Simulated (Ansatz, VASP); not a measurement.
## BP in VASP and in Ansatz

The input INCAR:

```
PREC     = Accurate       # precision mode
ENCUT    = 600            # plane-wave cutoff, eV
EDIFF    = 1E-6           # SCF threshold, eV
ISMEAR   = -1             # smearing method
SIGMA    = 0.05           # smearing width, eV
LREAL    = False          # projectors in reciprocal space
LASPH    = True           # aspherical terms in the spheres
NELM     = 80             # most SCF steps
ALGO     = Normal         # electronic algorithm
ISIF     = 3              # what is computed and relaxed
LWAVE    = False          # write WAVECAR
LCHARG   = False          # write CHGCAR
GGA      = CA             # functional
IBRION   = 2              # ionic algorithm
NSW      = 80             # ionic steps
EDIFFG   = -0.02          # ionic threshold
```

Contents of KPOINTS:

```
regular mesh
0
Gamma
  10 10 10
```

POSCAR

```
BP
1.0
    0.0000000000      2.2690000000      2.2690000000
    2.2690000000      0.0000000000      2.2690000000
    2.2690000000      2.2690000000      0.0000000000
P B
1 1
Direct
    0.7500000000      0.7500000000      0.7500000000
    0.0000000000      0.0000000000      0.0000000000
```

Contents of input.yaml:

```yaml
crystal:
  lattice:
    - [0.0, 2.269, 2.269]
    - [2.269, 0.0, 2.269]
    - [2.269, 2.269, 0.0]
  atoms:
    - { symbol: P, position: [0.75, 0.75, 0.75] }
    - { symbol: B, position: [0.0, 0.0, 0.0] }
kpoints:
  mp_grid: { grid: [10, 10, 10] }
scf:
  occupations: { method: fermi_dirac, width: 0.05 }
hamiltonian:
  xc: lda
  pseudopotentials: { kind: all_electron, lapw: { basis_error: 0.001 } }
output:
  forces: true
  stress: true
relax:
  f_tol: 0.02
  max_steps: 60
  cell: {}
```

Alike in both runs: task relaxation of cell and atoms; functional LDA; k mesh 10 × 10 × 10; occupations fermi-dirac, width 0.05 eV; no spin polarisation.

|  | VASP | Ansatz |
| --- | --- | --- |
| version | VASP 6.6.1 | Ansatz 0.2.0 |
| potentials or method | VASP PAW LDA potentials, release 64 (P, B) | all-electron LAPW, scalar-relativistic |
| plane-wave cutoff (eV) | 600 | see its input |

Ansatz gave:

| Property | Result |
| --- | --- |
| relaxed volume (Å³/atom) | 11.32 |
| relaxed cell length with the largest relative difference (Å) | 3.175 |
| energy change over the relaxation (meV/atom) | -6 |

**Question.** Estimate VASP's values.

**Answer.** Relaxed volume (Å³/atom): 11.31; relaxed cell length with the largest relative difference (Å): 3.175; energy change over the relaxation (meV/atom): -6.

Ansatz ran all-electron here, so the differences hold the error of VASP's frozen core and of both bases.

A k mesh can miss the band edges. Zero-point motion and thermal expansion aren't in these numbers. LDA usually gives volumes a few per cent too small.
